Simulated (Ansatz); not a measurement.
**Elastic constants of CdO (Fm-3m), step by step**

```
CELL_PARAMETERS angstrom
0.00000 2.34545 2.34545
2.34545 0.00000 2.34545
2.34545 2.34545 0.00000
ATOMIC_POSITIONS crystal
Cd 0.00000 0.00000 0.00000
O 0.50000 0.50000 0.50000
```

Unless marked otherwise, the numbers come from PBEsol, PAW on Ansatz 0.2.0's default frozen-core files (fitted under PBE), scalar-relativistic. k mesh 16×16×16, Fermi-Dirac smearing of 0.080 eV, cutoff 420 eV. The cell was relaxed by PAW under this functional.

The cell is cubic and carries a residual pressure of -0.03 GPa at this level. Each strain component that symmetry leaves independent is applied at ±0.008, the ions relax wherever a strain frees them, and the stress (tension positive, GPa) is read. Shears are engineering strains, γ = 2ε.

```
strain    size      σxx      σyy      σzz      σyz     σxz     σxy
    xx  -0.008  -1.7516  -0.8867  -0.8867   0.0000  0.0000  0.0000
    xx  +0.008   1.6406   0.8983   0.8983   0.0000  0.0000  0.0000
    yz  -0.008   0.0307   0.0262   0.0262  -0.3774  0.0000  0.0000
    yz  +0.008   0.0307   0.0262   0.0262   0.3774  0.0000  0.0000
```

A central difference gives one constant, for example C11 ≈ (1.6406 − (-1.7516))/(0.016) = 212.0 GPa; the program then imposes the crystal's symmetry on the whole matrix.

**Question.** What are the independent elastic constants?

**Answer.** C11 = 212.0, C12 = 111.6, C44 = 47.2 GPa.

**Question.** Do they meet the Born conditions?

**Answer.** C11 − C12 = 100.5, C11 + 2C12 = 435.1 and C44 = 47.2 GPa must all be positive, so the crystal is elastically stable; that says nothing yet of its phonons.

**Question.** What moduli does a random aggregate of grains have?

**Answer.** B = (C11 + 2C12)/3 = 145.0 GPa. G_V = (C11 − C12 + 3C44)/5 = 48.4 and G_R = 5(C11 − C12)C44/(4C44 + 3(C11 − C12)) = 48.3, so G_H = 48.4 GPa. Then E = 9BG/(3B + G) = 130.6 GPa, ν = (3B − 2G)/(6B + 2G) = 0.350 and B/G = 3.00, on the ductile side of Pugh's 1.75 (a rule of thumb).

**Question.** With the density of 8.263 g/cm³, how fast does sound travel, and what Debye temperature follows?

**Answer.** 

| direction | slow (m/s) | middle (m/s) | fast (m/s) |
| --- | --- | --- | --- |
| [100] | 2389 | 2389 | 5065 |
| [110] | 2389 | 2465 | 5029 |
| [111] | 2440 | 2440 | 5017 |

The mean of v⁻³ over directions and branches gives v_m = 2720 m/s and θ_D = (ħ/k_B) v_m (6π²n)^(1/3) = 345 K, n being atoms per volume. Young's modulus spans 128 to 135 GPa over directions, and the universal anisotropy index is 0.00.

Known limits: frozen-core PAW files fitted under PBE, their cores solved anew for the functional of the run; responses of metals move with mesh and smearing.
